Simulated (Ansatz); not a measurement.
# Ga in Ansatz: the effect of functional

Crystal: Ga.

```xyz
1
Lattice="-1.4026 1.4026 2.3416 1.4026 -1.4026 2.3416 1.4026 1.4026 -2.3416" Properties=species:S:1:pos:R:3 pbc="T T T"
Ga    0.0000    0.0000    0.0000
```

This isn't the form of Ga at room conditions, which is orthorhombic.

The cell isn't the ideal one: volume scaled by 1.04.

Alike in all runs:

```yaml
Program: Ansatz 0.2.0
Task: single point
Potentials_or_basis: Ansatz PAW
k_mesh: 13 × 13 × 13
Occupations: fermi-dirac, width 0.05 eV
Spin: no spin polarisation
```

| functional | cutoff | pressure (GPa) |
| --- | --- | --- |
| PBE | 420 eV (not typed: the program's choice for these potentials) | ? |
| PBEsol | 420 eV (not typed: the program's choice for these potentials) | -2.5 |
| r2SCAN | 500 eV (not typed: the program's choice for these potentials) | -2.0 |

Question: What does the run with functional PBE give?

Answer: Pressure 1.1 GPa.

Caveats: the PAW data sets come from PBE, with cores solved anew for the run's functional, which leaves a small shift of forces and pressure (some runs).
